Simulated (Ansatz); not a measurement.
## GaP: energy along a strain

GaP, F-43m, a = 5.451 Å (as given, not relaxed at this level: 0.0 GPa). Ansatz: r2SCAN, PAW, 500 eV, Γ-centred 8×8×8 mesh on 2 atoms, Gaussian smearing 0.05 eV; no spin polarisation. Cell vectors (Å): 0.000 2.725 2.725; 2.725 0.000 2.725; 2.725 2.725 0.000. The cell is strained by x per cent times the pattern (1 0 0 0 0 0) in the order xx yy zz yz xz xy (engineering shears), with fractional coordinates held. y is the free energy over the start, V0 = 20.240 Å³/atom. Points with a strain past 8.5 % were computed too (3) and aren't used here.

```tsv
x (%)	y (meV/atom)
-7.50	?
-5.00	23.61
-2.50	5.87
0.00	0.00
2.50	5.39
5.00	21.40
7.50	47.35
```

**Question.** Fit y = c1 x + c2 x² + c3 x³ to the other rows, get the stiffness along the pattern, and predict the missing energy.

**Answer.** Least squares on the rows shown. y = −0.050143 x + 0.90011 x² − 0.0068800 x³. The clamped-ion stiffness p·C·p = 2 × 9.001 eV × 160.2 / 20.240 Å³ = 142 GPa, which is C11 in these axes; c1 is there for the stress left in the start, which by itself gives a slope of -0.05 meV/atom per %. At x = -7.50 the fit asked for gives 53.91 meV/atom. The run gave 53.80 meV/atom, so the fit is 0.11 meV/atom too high, a small miss on the scale of the series.

Compressing GaP along a cube axis costs more energy than stretching it by the same amount, at every paired strain, which is why the cubic coefficient is negative. Shortened Ga–P bonds meet steeply rising Pauli repulsion, whereas stretched ones soften as orbital overlap falls. The stiffness of 142 GPa is close to the measured C11 and reflects both bond stretching and the bending of the tetrahedral angles, since the lateral cell lengths are fixed and the volume changes with the strain.

Holding the fractional coordinates costs nothing here. This distortion leaves each atom on a site where symmetry forbids a net force, so the clamped-ion and relaxed-ion values of C11 coincide. That would not hold for C44, where shear displaces the two sublattices against each other.

The small overshoot at -7.50 % probably reflects terms beyond third order, which matter most when extrapolating to the compressed end. The cubic coefficient is not itself the third-order elastic constant, because converting to finite (Lagrangian) strain mixes in a contribution from C11.
